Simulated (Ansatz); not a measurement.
What a change of settings does to a run on PbO

The cell was built from the rocksalt type and relaxed in the same program; it needn't be a known or the stable phase. The listed cell was then made from it by scaling, straining or moving an atom.

First run: DFT, PBE, all-electron LAPW, scalar-relativistic (Ansatz 0.2.0).

Command: `ansatz run input.yaml --threads 1 --pin off --max-ram 2048MiB --backend cpu --events-out ev --progress --plain --runs-dir out` The run took 27 s on 1 thread of Arm Neoverse V1, on a shared host, peak memory 0.46 GiB.

```yaml
crystal:
  lattice:
    - [0.0, 2.5790187441, 2.5790187441]
    - [2.5790187441, 0.0, 2.5790187441]
    - [2.5790187441, 2.5790187441, 0.0]
  atoms:
    - { symbol: Pb, position: [0.0, 0.0, 0.0] }
    - { symbol: O, position: [0.5, 0.5, 0.5] }
kpoints:
  mp_grid: { grid: [12, 12, 12] }
scf:
  occupations: { method: fermi_dirac, width: 0.05 }
hamiltonian:
  xc: pbe
  pseudopotentials: { kind: all_electron, lapw: { basis_error: 0.00025 } }
output:
  forces: true
  stress: true
  eigenvalues: true
```

Result: converged; pressure 6.13 GPa; gap on the k mesh 0.52 eV; 9 SCF iterations.

No spin–orbit coupling, which matters for the heavy atoms here.

The input is then changed:

```diff
@@ -11,6 +11,7 @@
 scf:
   occupations: { method: fermi_dirac, width: 0.05 }
+  convergence: { dr2_threshold: 1.0e-05 }
 hamiltonian:
-  xc: pbe
+  xc: revpbe
   pseudopotentials: { kind: all_electron, lapw: { basis_error: 0.00025 } }
 output:
```

(1) What does the second run give?

Answers

(1) It converged; pressure 8.39 GPa; gap on the k mesh 0.51 eV; 8 SCF iterations. Some of these settings are too coarse for converged properties.
